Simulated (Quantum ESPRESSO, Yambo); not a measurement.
# InP (F-43m): G0W0 with Yambo, start to end, part 3 of 3

Aim: the G0W0 gap of InP (F-43m) on PBE with spin-orbit coupling, step by step.

Quantum ESPRESSO 7.5 and Yambo 5.3.0; PBE and many-body steps on it, plane waves. Known limits of the many-body steps: not at the basis limit; coarse k mesh.

So far. Step 3 (Bands along the symmetry lines): The gap is 0.681 eV, as in the run before at this level. Step 4 (Empty states on the mesh, 4×4×4 mesh, 510 bands): On this mesh the gap is 0.681 eV.

The database entry behind the starting cell differs from later determinations by our own check (0.1 to 0.3 % short, probably kX units), so it need not match the best structure at ambient conditions.

**6. Screening and self-energy, 4×4×4 mesh, 510 bands, screening to 231.3 eV**

Now the one-shot GW correction: screening in the RPA, then the self-energy of the levels asked for.

This step: G0W0 on PBE with spin-orbit coupling, plane waves, norm-conserving pseudopotentials.

The input, gw4.in:

```
HF_and_locXC
gw0
dyson
ppa
em1d
rim_cut
RandQpts= 1000000
RandGvec= 1 RL
EXXRLvcs= 80 Ry
VXCRLvcs= 320 Ry
Chimod= "HARTREE"
% BndsRnXp
 1 | 510 |
%
NGsBlkXp= 17 Ry
% LongDrXp
 1 | 1 | 1 |
%
% GbndRnge
 1 | 510 |
%
DysSolver= "n"
ExtendOut
PPAPntXp= 27.21138 eV
% QPkrange
 1 | 1 | 23 | 30 |
%
```

The run is started by

```sh
OMP_NUM_THREADS=1 mpirun -n 4 yambo -F gw4.in -J gw4 -C gw4 > gw4.log
```

The log of the run:

```text
 Yambo, version 5.3.0

 [02] CORE Variables Setup
 =========================

  [... cell, symmetries and grids as in the set-up ...]

  [02.05] Energies & Occupations
  ==============================

  [X] === General ===
  [X] Electronic Temperature                        :  0.000000  0.000000 [eV K]
  [X] Bosonic    Temperature                        :  0.000000  0.000000 [eV K]
  [X] Finite Temperature mode                       : no
  [X] El. density                                   :  0.51656E+24 [cm-3]
  [X] Fermi Level                                   :  8.349752 [eV]

  [X] === Gaps and Widths ===
  [X] Conduction Band Min                           :  0.680775 [eV]
  [X] Valence Band Max                              :  0.000000 [eV]
  [X] Filled Bands                                  :  26
  [X] Empty Bands                                   :    27   510
  [X] Direct Gap                                    :  0.680775 [eV]
  [X] Direct Gap localized at k                     :  1
  [X] Indirect Gap                                  :  0.680775 [eV]
  [X] Indirect Gap between kpts                     :  1  1
  [X] Last valence band width                       :  2.878446 [eV]
  [X] 1st conduction band width                     :  3.579530 [eV]

 [03] Transferred momenta grid and indexing
 ==========================================

 IBZ Q-points                                      :   8
 BZ  Q-points                                      :   64

 K/Q-points units:
 rlu = crystal or reduced units; cc = cartesian coordinates; iku = interal k-units

 Q [1]          [rlu]:  0.000000  0.000000  0.000000
 Q [2]          [rlu]:  0.54193E-16  0.26437E-16  0.25000
 Q [3]          [rlu]: -0.10839E-15 -0.52875E-16 -0.50000
 Q [4]          [rlu]:  0.87374E-19  0.25000      0.25000
 Q [5]          [rlu]:  0.23853E-16  0.25000      0.50000
 Q [6]          [rlu]:  0.44978E-16  0.25000     -0.25000
 Q [7]          [rlu]: -0.17475E-18 -0.50000     -0.50000
 Q [8]          [rlu]:  0.250000 -0.500000 -0.250000

 [04] Coloumb potential Random Integration (RIM)
 ===============================================

  [04.01] RIM initialization
  ==========================

  * Diagonal components only detected *

  8 x (sBL volume)        :  0.091285 [a.u.]
  sBZ random points       :  1000000
  Points outside the sBZ  :   7999624
  RL volume               :  0.730277 [a.u.]
  Integrated volume       :  0.730312 [a.u.]

  [04.02] RIM integrals
  =====================

  Gamma point sphere radius             :  0.081674 [a.u.]
  Points outside the sphere             :   799635
  [Int_sBZ(q=0) 1/q^2]*(Vol_sBZ)^(-1/3) =:  7.763403
                                 should be <:  7.795600

  Summary of Coulomb integrals for non-metallic bands |Q|[au] RIM/Bare

  Q [1] 0.100000E-4 0.995870 * Q [2] 0.245646 1.064378
  Q [4] 0.283648 1.062979 * Q [6] 0.401138 1.025806
  Q [5] 0.470377 1.018843 * Q [3] 0.491292 1.016674
  Q [7] 0.567295 1.013309 * Q [8] 0.634256 1.010147

 [05] Dipoles
 ============

  [05.01] Setup: observables and procedures
  =========================================

  [WARNING] [x,Vnl] slows the Dipoles computation. To neglect it rename the ns.kb_pp file

 [06] Dynamic Dielectric Matrix (PPA)
 ====================================

 [WR./gw4//ndb.pp]---------------------------------------------------------------
  Brillouin Zone Q/K grids (IBZ/BZ)                :    8   64    8   64
  RL vectors                                       :   5029 [WF]
  Coulomb cutoff potential                         : none
  Electronic Temperature                           :  0.000000 [K]
  Bosonic    Temperature                           :  0.000000 [K]
  PPA    diel. fun.  energies                      : Perdew, Burke & Ernzerhof(X)+Perdew, Burke & Ernzerhof(C)
  wavefunctions                                    : Perdew, Burke & Ernzerhof(X)+Perdew, Burke & Ernzerhof(C)
  Global Gauge                                     : length
  X matrix size                                    :   459
  X band range                                     :     1   510
  X e/h energy range                               : -1.000000 -1.000000 [eV]
  X Time ordering                                  : R
  X Hxc Kernel                                     : HARTREE
  X Drude frequency                                :  0.000000  0.000000
  X poles                                          :  100.0000 [o/o]
  RL vectors in the sum                            :   5029
  [r,Vnl] included                                 : yes
  Field direction                                  :  0.577350E-5  0.577350E-5  0.577350E-5
  BZ energy Double Grid                            : no
  BZ energy DbGd points                            : 0
  BZ Q point size factor                           : -1.000000
  X Optical Averaged directions                    : none

 [07] Local Exchange-Correlation + Non-Local Fock
 ================================================

 [VXC] Plane waves :   32743
 [EXS] Plane waves :   4279

 QP @ state[ 1 ] K range:  1  1
 QP @ state[ 1 ] b range:  23  30

 [xc] Functional : Perdew, Burke & Ernzerhof(X)+Perdew, Burke & Ernzerhof(C)
 [xc] LIBXC used to calculate xc functional
  PP Number of Atomic Species                      :  2
  NLCC RL compoments                               :   32743
  PP Number of Atomic Species                      :  2
  NLCC RL compoments                               :   32743

 [xc] E_xc :  -18.18263 [Ha]
      E_xc :  -36.36526 [Ry]

  Local XC kind (lXC) : Perdew, Burke & Ernzerhof(X)+Perdew, Burke & Ernzerhof(C)
  Non-Local XC kind (nlXC) : Hartree-Fock

  Corrections @ K [1] :  [eV]
 <23|nlXC|23> = -14.66091 -0.42006E-17 <23|lXC|23> = -12.89759 -0.82611E-16
 <24|nlXC|24> = -14.66087 -0.13187E-17 <24|lXC|24> = -12.89759  0.18882E-15
 <25|nlXC|25> = -14.66089  0.53286E-17 <25|lXC|25> = -12.89759  0.47196E-16
 <26|nlXC|26> = -14.66091  0.83645E-18 <26|lXC|26> = -12.89759  0.18881E-15
 <27|nlXC|27> = -7.791165  0.68739E-17 <27|lXC|27> = -11.72503 -0.94403E-16
 <28|nlXC|28> = -7.791165  0.16726E-17 <28|lXC|28> = -11.72503  0.18883E-15
 <29|nlXC|29> = -6.483697  0.17694E-17 <29|lXC|29> = -10.86572 -0.23603E-16
 <30|nlXC|30> = -6.483697 -0.33972E-17 <30|lXC|30> = -10.86572  0.32173E-19

 [08] Dyson equation: Newton solver
 ==================================

  [08.01] G0W0 (W PPA)
  ====================

  [  GW  ] Bands range     :     1   510
  [GW/PPA] G damping       :  0.100000 [eV]

  QP @ state[ 1 ] K range:  1  1
  QP @ state[ 1 ] b range:  23  30

   Sc/G bands                                       :     1   510
   Sc/G damping                                     :  0.100000 ev
   Sc bands terminator                              : no
   Sx RL components                                 :   4279

   QP @ state[ 1 ] K range                          :  1  1
   QP @ state[ 1 ] b range                          :  23  30
   GF energies kind                                 : Perdew, Burke & Ernzerhof(X)+Perdew, Burke & Ernzerhof(C)
   GF WF`s kind                                     : Perdew, Burke & Ernzerhof(X)+Perdew, Burke & Ernzerhof(C)
   Xs energies kind                                 : Perdew, Burke & Ernzerhof(X)+Perdew, Burke & Ernzerhof(C)
   Xs WF`s kind                                     : Perdew, Burke & Ernzerhof(X)+Perdew, Burke & Ernzerhof(C)

 [11] Game Over & Game summary
```

Elapsed: 30 min, on 4 MPI ranks of Arm Neoverse V1, shared host; peak memory 4.7 GiB.

This step gave:

- G0W0 gap on the points computed: 1.379 eV
- starting gap on the mesh: 0.6808 eV
- k of the valence top: 0, 0, 0
- k of the conduction bottom: 0, 0, 0
- least direct G0W0 gap on the computed points: 1.379 eV
- Z at the valence top: 0.7805
- Z at the conduction bottom: 0.7939

The gap on the mesh goes from 0.68 eV to 1.38 eV, a correction of +0.70 eV.

Limits: finite bands, cutoff and mesh; coarse k mesh. v1 is the top filled band, c1 the lowest empty one. Levels before and after the correction, in eV, zero at the valence-band top of each column:

```
           conduction bottom  valence top
Kohn-Sham               0.68         0.00
     G0W0               1.38         0.00
```

```
             level  energy (eV)
Kohn-Sham  Γ v4-v1        0.000
Kohn-Sham  Γ c1-c2        0.681
Kohn-Sham  Γ c3-c4        3.748
     G0W0  Γ v4-v1        0.000
     G0W0  Γ c1-c2        1.379
     G0W0  Γ c3-c4        4.582
```

**7. Where the time went**

Times are wall times on the hardware named with each run, good to a factor of about two.

```
                          step     time  share  memory (GiB)
                  ground state     23 s    1 %          0.54
bands along the symmetry lines     23 s    1 %           0.4
      empty states on the mesh  2.6 min    8 %           1.7
         conversion and set-up    3.4 s    0 %          0.25
     screening and self-energy   30 min   90 %           4.7
```

**8. What came out**

```yaml
pbe_gap: 0.68 eV, direct
g0w0_gap_on_the_mesh: 1.38 eV
gw_settings: 4×4×4 mesh, 510 bands, screening to 231.3 eV, Godby-Needs plasmon pole
known_limits: not at the basis limit; coarse k mesh
```

In words: G0W0 moves the gap on the mesh from 0.68 eV to 1.38 eV (+0.70 eV), with Z of 0.78 and 0.79 at the edges. Only 1 of the mesh's irreducible points was corrected, so a valley elsewhere could overtake. The dearest step here is «screening and self-energy». Bands and cutoff are finite, so the gap is not at the basis limit. The miss can reach some tenths of an eV and take either sign; the mesh is an error of its own. In the G0W0 run levels were corrected at 1 k point alone, so a gap called «on the mesh» is the least over those, and an edge elsewhere would be missed. The 4×4×4 mesh is coarse for this cell, which bears on the long-range parts of exchange and screening.

[Paths, hosts, dates, memory and timing lines, banners, echoed tables and standing remarks are left out of the program output.]

[Logs are printed without paths, hosts, clocks, repeated set-up lines and the standing remarks that a program may print on its own settings, such as how far it seeks lower states.]

[Runs of the session that timed out or met a known fault of the program may be left out.]

[Hosts, paths, dates, database ids (printed as entryN), source tags and the programs' standing remarks are cut or masked in the printed files.]
